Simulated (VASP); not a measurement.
A run of VASP 6.6.1 is set up as follows.

The input INCAR:

```
  PREC = Accurate
  ENCUT = 520
  EDIFF = 1E-7
  ISMEAR = 0
  SIGMA = 0.03
  LREAL = F
  LASPH = T
  NELM = 100
  ALGO = Fast
  ISIF = 2
  LWAVE = F
  LCHARG = T
  LDIPOL = T
  IDIPOL = 3
  DIPOL = 0.5 0.5 0.500
  GGA = PE
  LVHAR = T
  LVACPOTAV = T
  KPAR = 2
```

File KPOINTS:

```
Automatic mesh
0
Gamma
  4 7 1
```

POSCAR

```
Si                                      
1.0
    7.7337965900      0.0000000000      0.0000000000
    0.0000000000      3.8668983000      0.0000000000
    0.0000000000      0.0000000000     18.7014650000
  Si            
     8
Direct
     0.8616619917087972    0.0000000086089811    0.4133361575377144
     0.5655049867846532    0.9999999971732932    0.3984987039277904
     0.5437521107685287    0.4999999971379211    0.4736527451380582
     0.0006259244057392    0.5000000080540326    0.4482469646287041
     0.2552196021230239    0.4999999973894614    0.5228906672192852
     0.7964116022739657    0.4999999959814744    0.5497477527922577
     0.8538483830359213    0.9999999964902161    0.6229555519732465
     0.1229753988993713    0.9999999991646196    0.5706714567829436
```

Potentials or basis: VASP PAW PBE potentials, release 64 (Si).

Launch:

```sh
$ cat potpaw_PBE.64/Si/POTCAR > POTCAR
$ mpirun -np 2 vasp_std > vasp.out
```

Estimate the ionisation potential of the upper face.

4.97 eV.

What does it give for the largest force?

0.010 eV/Å.

Predict the band gap on the k mesh.

0.22 eV, indirect (least direct gap 0.46 eV).

Forces on the atoms (eV/Å):
```
Si   0.004  0.000  0.005
Si   0.002  0.000  0.001
Si   0.001  0.000  0.000
Si  -0.008  0.000  0.005
Si   0.002  0.000 -0.005
Si  -0.004  0.000 -0.003
Si   0.001  0.000  0.001
Si   0.001  0.000 -0.005
```

As with any semilocal functional, this PBE gap is likely too small.
